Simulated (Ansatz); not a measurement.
The calculation used Ansatz 0.2.0, DFT r2SCAN, scalar-relativistic, plane waves, PAW. Settings: cutoff 500 eV, Γ-centred meshes no coarser than 0.19 Å⁻¹ for metals and 0.3 Å⁻¹ for insulators (2π included), Gaussian smearing.

All energies are static (0 K, no zero-point motion). Only the structures computed here compete, so a lower one can exist. The k mesh leaves about 4 meV/atom of noise in metals. No run is spin-polarised.

5 distinct structures were compared, and only named types are asked about.

(1) Which is lower for SiNi, the MnP (Ni on Mn sites) or the caesium chloride structure, and by how much?

(2) Which is lower for SiNi, the caesium chloride or the FeSi (B20) structure, and by how much?

(3) Which is lower for SiNi, the FeSi (B20) or the MnP (Ni on Mn sites) structure, and by how much?

## Answers

(1) The MnP (Ni on Mn sites) structure, by 239 meV/atom. It takes 11.9 Å³/atom against 11.0.

(2) The FeSi (B20) structure, by 130 meV/atom. It takes 11.1 Å³/atom against 11.0.

(3) The MnP (Ni on Mn sites) structure, by 109 meV/atom. It takes 11.9 Å³/atom against 11.1.